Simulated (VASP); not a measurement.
# As (R-3m) in VASP: further runs

The runs below take As through optical spectrum, density of states, with LDA.

Program: VASP 6.6.1. These are calculated values, not measurements. Logs are shortened: lines on timing, memory, paths and dates and some standing lists are left out, and cuts for length are marked.

## (1) The structure

Symmetry: R-3m, No. 166, trigonal system. Conventional cell: a = 3.762 Å, b = 3.762 Å, c = 10.542 Å, α = 90.00°, β = 90.00°, γ = 120.00°. As (site symmetry 3m) is surrounded by 3 As at 2.51 Å.

## (2) Optical spectrum, LDA

INCAR reads:

```
PREC = Accurate ; ENCUT = 520
EDIFF = 1E-6 ; ISMEAR = 0
SIGMA = 0.02 ; LREAL = F
LASPH = T ; NELM = 100
ALGO = Normal ; ISIF = 2
LWAVE = F ; LCHARG = F
GGA = CA ; LOPTICS = T
NBANDS = 29 ; NEDOS = 1000
CSHIFT = 0.1
```

KPOINTS reads:

```
Automatic mesh
0
Gamma
  9 9 9
```

POSCAR reads:

```
As
1.0
    1.8807968987      1.0858785957      3.5140619945
   -1.8807968987      1.0858785957      3.5140619945
    0.0000000000     -2.1717571915      3.5140619945
As
2
Direct
    0.2260000000      0.2260000000      0.2260000000
    0.7740000000      0.7740000000      0.7740000000
```

Potentials or basis: VASP PAW LDA potentials, release 64 (As).

Launch:

```console
$ cat potpaw_LDA.64/As/POTCAR > POTCAR
$ mpirun -np 1 vasp_std > vasp.out
```

OUTCAR:

```text
PREC = Accurate
   ENCUT = 520
   EDIFF = 1E-6
   ISMEAR = 0
   LREAL = F
   LASPH = T
   NELM = 100
   ISIF = 2
   GGA = CA

 ion  position               nearest neighbor table
   1  0.226  0.226  0.226-   2 2.51   2 2.51   2 2.51
   2  0.774  0.774  0.774-   1 2.51   1 2.51   1 2.51

  LATTYP: Found a trigonal (rhomboedric) cell.
 ALAT       =     4.1310000000
 COS(alpha) =     0.5854247172

  Lattice vectors:

 A1 = (   1.8807968987,   1.0858785957,   3.5140619945)
 A2 = (  -1.8807968987,   1.0858785957,   3.5140619945)
 A3 = (   0.0000000000,  -2.1717571915,   3.5140619945)

Analysis of symmetry for initial positions (statically):
=====================================================================
 Subroutine PRICEL returns:
 Original cell was already a primitive cell.

 Routine SETGRP: Setting up the symmetry group for a
 trigonal (rhombohedral) supercell.

 Subroutine GETGRP returns: Found 12 space group operations
 (whereof 12 operations were pure point group operations)
 out of a pool of 12 trial point group operations.

The static configuration has the point symmetry D_3d.

Analysis of symmetry for dynamics (positions and initial velocities):
=====================================================================
 Subroutine PRICEL returns:
 Original cell was already a primitive cell.

 Routine SETGRP: Setting up the symmetry group for a
 trigonal (rhombohedral) supercell.

 Subroutine GETGRP returns: Found 12 space group operations
 (whereof 12 operations were pure point group operations)
[... 648 lines left out ...]
  Total       -0.2022557     -0.2022557     -0.3360260      0.0000000      0.0000000      0.0000000
  in kB       -7.5253645     -7.5253645    -12.5025779      0.0000000      0.0000000      0.0000000
  external PRESSURE =      -9.1844356 kB  Pullay stress =       0.0000000 kB

 VOLUME and BASIS-vectors are now :
 -----------------------------------------------------------------------------
  energy-cutoff  :      520.00
  volume of cell :       43.06
      direct lattice vectors                 reciprocal lattice vectors
     1.880796899  1.085878596  3.514061995     0.265844760  0.153485544  0.094856987
    -1.880796899  1.085878596  3.514061995    -0.265844760  0.153485544  0.094856987
     0.000000000 -2.171757191  3.514061995     0.000000000 -0.306971087  0.094856987

 POSITION                                       TOTAL-FORCE (eV/Angst)
 -----------------------------------------------------------------------------------
      0.00000     -0.00000      2.38253         0.000000     -0.000000      0.336300
      0.00000     -0.00000      8.15965         0.000000      0.000000     -0.336300
 -----------------------------------------------------------------------------------
    total drift:                               -0.000000     -0.000000      0.000000

  FREE ENERGIE OF THE ION-ELECTRON SYSTEM (eV)
  ---------------------------------------------------
  free  energy   TOTEN  =       -10.7650838398 eV

  energy  without entropy=      -10.7650802057  energy(sigma->0) =      -10.76508202

 electrical conductivity sigma (Mega S m-1) (frequency dependency in vasprun.xml)
  --------------------------------------------------------------------------------------
       0.001       0.000      -0.000
       0.000       0.001      -0.000
      -0.000      -0.000       0.001

  frequency dependent IMAGINARY DIELECTRIC FUNCTION (independent particle, no local field effects) density-density
     E(ev)      X         Y         Z        XY        YZ        ZX
  --------------------------------------------------------------------------------------------------------------
     0.00000     0.00000     0.00000     0.00000     0.00000     0.00000     0.00000
     0.58676     3.96070     3.96070    17.51746    -0.00000    -0.00000     0.00000
     1.17353    21.23280    21.23280     6.63609    -0.00000    -0.00000    -0.00000
     1.76029    43.68677    43.68677    19.86120     0.00000    -0.00000    -0.00000
     2.34706    25.32504    25.32504    17.00633     0.00000    -0.00000    -0.00000
     2.93382    24.65812    24.65812    43.23482    -0.00000    -0.00000    -0.00000
[... 92 lines left out ...]
    57.50292     0.00033     0.00033     0.00034     0.00000    -0.00000    -0.00000
    58.08969     0.00032     0.00032     0.00033     0.00000    -0.00000    -0.00000

  frequency dependent      REAL DIELECTRIC FUNCTION (independent particle, no local field effects) density-density
     E(ev)        X           Y           Z          XY          YZ          ZX
  --------------------------------------------------------------------------------------------------------------
     0.00000    39.91272    39.91272    29.83052    -0.00000    -0.00000    -0.00000
     0.58676    47.75867    47.75867    28.89864    -0.00000    -0.00000    -0.00000
     1.17353    30.66637    30.66637    23.75122    -0.00000    -0.00000    -0.00000
     1.76029    13.66109    13.66109    23.95148     0.00000    -0.00000     0.00000
     2.34706    -5.02982    -5.02982    12.06977     0.00000    -0.00000     0.00000
     2.93382    -2.69545    -2.69545    11.61678     0.00000    -0.00000    -0.00000
[... 92 lines left out ...]
    57.50292     0.90877     0.90877     0.90608    -0.00000     0.00000     0.00000
    58.08969     0.91065     0.91065     0.90803    -0.00000     0.00000     0.00000

  frequency dependent IMAGINARY DIELECTRIC FUNCTION (independent particle, no local field effects) current-current
     E(ev)      X         Y         Z        XY        YZ        ZX
  --------------------------------------------------------------------------------------------------------------
     0.00000   132.25594   132.25594    98.30687    -0.00000    -0.00000     0.00000
     0.58676    19.74661    19.74661    26.76710    -0.00000    -0.00000     0.00000
     1.17353    26.09032    26.09032    10.46430    -0.00000    -0.00000     0.00000
     1.76029    44.92880    44.92880    22.38368    -0.00000    -0.00000     0.00000
     2.34706    24.71394    24.71394    17.90460    -0.00000    -0.00000     0.00000
     2.93382    24.35952    24.35952    43.93685    -0.00000    -0.00000     0.00000
[... 92 lines left out ...]
    57.50292     0.00001     0.00001     0.00001     0.00000    -0.00000     0.00000
    58.08969     0.00001     0.00001     0.00001     0.00000    -0.00000     0.00000

  frequency dependent      REAL DIELECTRIC FUNCTION (independent particle, no local field effects) current-current
     E(ev)        X           Y           Z          XY          YZ          ZX
  --------------------------------------------------------------------------------------------------------------
     0.00000    39.03015    39.03015    28.89156    -0.00000    -0.00000     0.00000
     0.58676    46.10650    46.10650    22.82004    -0.00000    -0.00000     0.00000
     1.17353    27.51467    27.51467    22.73972    -0.00000    -0.00000     0.00000
     1.76029     8.70383     8.70383    21.63220     0.00000    -0.00000    -0.00000
     2.34706    -7.13123    -7.13123    10.62833     0.00000    -0.00000     0.00000
     2.93382    -4.31267    -4.31267     8.64531     0.00000    -0.00000     0.00000
[... 92 lines left out ...]
    57.50292     0.90891     0.90891     0.90617     0.00000     0.00000    -0.00000
    58.08969     0.91080     0.91080     0.90811     0.00000     0.00000    -0.00000
```

It took 92 s on 1 thread of AMD EPYC 7R13 (Zen 3), shared host; peak memory 0.21 GiB.

What came out:

| Quantity | Value |
| --- | --- |
| Free energy | -10.7651 eV |
| Pressure | -0.9 GPa |
| Largest force | 0.336 eV/Å |
| Band gap on the k mesh | none (metal or under the smearing width) |

Forces on the atoms (eV/Å):
```
As   0.000  0.000  0.336
As   0.000  0.000 -0.336
```

Dielectric function (mean over the directions given):
| energy (eV) | real part | imaginary part |
| --- | --- | --- |
| 0.29 | 38.27 | 1.44 |
| 0.94 | 50.17 | 32.67 |
| 1.64 | 21.60 | 32.44 |
| 2.29 | -2.69 | 25.77 |
| 2.99 | 0.28 | 30.47 |
| 3.64 | -6.56 | 15.90 |
| 4.34 | -6.38 | 8.64 |
| 4.99 | -6.21 | 8.50 |
| 5.69 | -6.31 | 7.63 |
| 6.34 | -4.98 | 3.81 |
| 7.04 | -3.33 | 2.37 |
| 7.75 | -1.71 | 2.21 |
| 8.39 | -1.84 | 3.00 |
| 9.09 | -2.79 | 2.74 |
| 9.74 | -2.29 | 2.07 |
| 10.44 | -1.81 | 1.56 |
| 11.09 | -1.60 | 1.09 |
| 11.79 | -1.17 | 0.94 |
| 12.44 | -1.08 | 0.77 |
| 13.14 | -0.91 | 0.62 |
| 13.85 | -0.61 | 0.55 |
| 14.49 | -0.48 | 0.54 |
| 15.20 | -0.50 | 0.43 |
| 15.84 | -0.29 | 0.33 |
| 16.55 | -0.21 | 0.37 |
| 17.19 | -0.16 | 0.31 |
| 17.90 | -0.09 | 0.19 |
| 18.54 | 0.00 | 0.22 |
| 19.25 | 0.10 | 0.16 |
| 19.95 | 0.12 | 0.15 |

Caveat: spectra need much finer meshes, so this one isn't converged; independent-particle spectra lack excitons; the intraband (Drude) part of a metal's response may be missing.

## (3) Density of states, LDA

POSCAR is that of step 2.

INCAR.step1 reads:

```
SYSTEM = As
  ALGO = Fast
  EDIFF = 1E-6
  ENCUT = 520
  GGA = CA
  ISIF = 2
  ISMEAR = 0
  LASPH = .True.
  LCHARG = .True.
  LREAL = .False.
  LWAVE = .False.
  NELM = 80
  PREC = Accurate
  SIGMA = 0.02
```

KPOINTS.step1 reads:

```
k-points
0
Gamma
  9 9 9
  0 0 0
```

INCAR.step2 reads:

```
SYSTEM = As
  ALGO = Fast
  EDIFF = 1E-6
  ENCUT = 520
  GGA = CA
  ICHARG = 11
  ISIF = 2
  ISMEAR = -5
  LASPH = .True.
  LCHARG = .False.
  LORBIT = 11
  LREAL = .False.
  LWAVE = .False.
  NEDOS = 1001
  NELM = 80
  PREC = Accurate
  SIGMA = 0.02
```

KPOINTS.step2 reads:

```
k-points
0
Gamma
  14 14 14
  0 0 0
```

Potentials or basis: VASP PAW LDA potentials, release 64 (As).

Launch:

```console
$ cat potpaw_LDA.64/As/POTCAR > POTCAR
$ cp INCAR.step1 INCAR
$ cp KPOINTS.step1 KPOINTS
$ mpirun -np 1 vasp_std > vasp.out
$ cp INCAR.step2 INCAR
$ cp KPOINTS.step2 KPOINTS
$ mpirun -np 1 vasp_std > vasp.out
```

Wall time 90 s (1 thread of AMD EPYC 7R13 (Zen 3), shared host); peak memory 0.2 GiB.

Results (log left out):

```yaml
Valence_electrons_inside_the_program's_atomic_spheres: As 2.73
```

Levels at points of the mesh, in eV from the Fermi level:
```
           k point  band 2  band 3  band 4  band 5  band 6  band 7  band 8  band 9
(0.00, 0.00, 0.00)   -5.84   -2.45   -2.01   -2.01    1.58    2.89    2.89    6.91
(0.50, 0.00, 0.00)  -11.10   -2.84   -2.77   -0.36   -0.35    0.38    1.43    8.94
(0.50, 0.50, 0.00)   -9.75   -5.94   -4.16   -4.11    1.41    5.44    6.87    7.24
(0.50, 0.50, 0.50)   -9.95   -1.76   -1.76   -0.71    0.79    0.79    1.88    7.94
```

States per cell in windows of 0.5 eV (zero at the Fermi level; states under -8 eV left out):
| from (eV) | total | As1_p | As2_p | As1_s | As2_s | As1_d | As2_d |
| --- | --- | --- | --- | --- | --- | --- | --- |
| -8.0 | 0.08 | 0.00 | 0.00 | 0.03 | 0.03 | 0.00 | 0.00 |
| -7.5 | 0.06 | 0.00 | 0.00 | 0.02 | 0.02 | 0.00 | 0.00 |
| -7.0 | 0.03 | 0.00 | 0.00 | 0.01 | 0.01 | 0.00 | 0.00 |
| -6.5 | 0.14 | 0.02 | 0.02 | 0.01 | 0.01 | 0.00 | 0.00 |
| -6.0 | 0.43 | 0.08 | 0.08 | 0.01 | 0.01 | 0.00 | 0.00 |
| -5.5 | 0.41 | 0.08 | 0.08 | 0.01 | 0.01 | 0.00 | 0.00 |
| -5.0 | 0.43 | 0.09 | 0.09 | 0.01 | 0.01 | 0.00 | 0.00 |
| -4.5 | 0.64 | 0.13 | 0.13 | 0.01 | 0.01 | 0.00 | 0.00 |
| -4.0 | 0.65 | 0.14 | 0.14 | 0.01 | 0.01 | 0.00 | 0.00 |
| -3.5 | 0.74 | 0.16 | 0.16 | 0.01 | 0.01 | 0.01 | 0.01 |
| -3.0 | 0.68 | 0.15 | 0.15 | 0.01 | 0.01 | 0.01 | 0.01 |
| -2.5 | 0.65 | 0.15 | 0.15 | 0.02 | 0.02 | 0.01 | 0.01 |
| -2.0 | 0.46 | 0.10 | 0.10 | 0.01 | 0.01 | 0.00 | 0.00 |
| -1.5 | 0.38 | 0.08 | 0.08 | 0.02 | 0.02 | 0.00 | 0.00 |
| -1.0 | 0.25 | 0.05 | 0.05 | 0.01 | 0.01 | 0.00 | 0.00 |
| -0.5 | 0.16 | 0.03 | 0.03 | 0.01 | 0.01 | 0.00 | 0.00 |
| 0.0 | 0.08 | 0.01 | 0.01 | 0.01 | 0.01 | 0.00 | 0.00 |
| 0.5 | 0.41 | 0.07 | 0.07 | 0.02 | 0.02 | 0.01 | 0.01 |
| 1.0 | 0.78 | 0.15 | 0.15 | 0.03 | 0.03 | 0.01 | 0.01 |
| 1.5 | 0.77 | 0.15 | 0.15 | 0.02 | 0.02 | 0.02 | 0.02 |
| 2.0 | 0.86 | 0.17 | 0.17 | 0.02 | 0.02 | 0.02 | 0.02 |
| 2.5 | 0.51 | 0.12 | 0.12 | 0.01 | 0.01 | 0.01 | 0.01 |
| 3.0 | 0.61 | 0.14 | 0.14 | 0.01 | 0.01 | 0.01 | 0.01 |
| 3.5 | 0.61 | 0.14 | 0.14 | 0.01 | 0.01 | 0.02 | 0.02 |
| 4.0 | 0.52 | 0.12 | 0.12 | 0.01 | 0.01 | 0.01 | 0.01 |
| 4.5 | 0.30 | 0.08 | 0.08 | 0.00 | 0.00 | 0.01 | 0.01 |
| 5.0 | 0.44 | 0.08 | 0.08 | 0.00 | 0.00 | 0.02 | 0.02 |
| 5.5 | 0.56 | 0.08 | 0.08 | 0.00 | 0.00 | 0.03 | 0.03 |
| 6.0 | 0.69 | 0.11 | 0.11 | 0.01 | 0.01 | 0.03 | 0.03 |
| 6.5 | 0.53 | 0.08 | 0.08 | 0.00 | 0.00 | 0.03 | 0.03 |
| 7.0 | 0.24 | 0.02 | 0.02 | 0.00 | 0.00 | 0.01 | 0.01 |
| 7.5 | 0.06 | 0.00 | 0.00 | 0.00 | 0.00 | 0.00 | 0.00 |

Caveat: tetrahedron occupations give inexact forces and stress in metals.
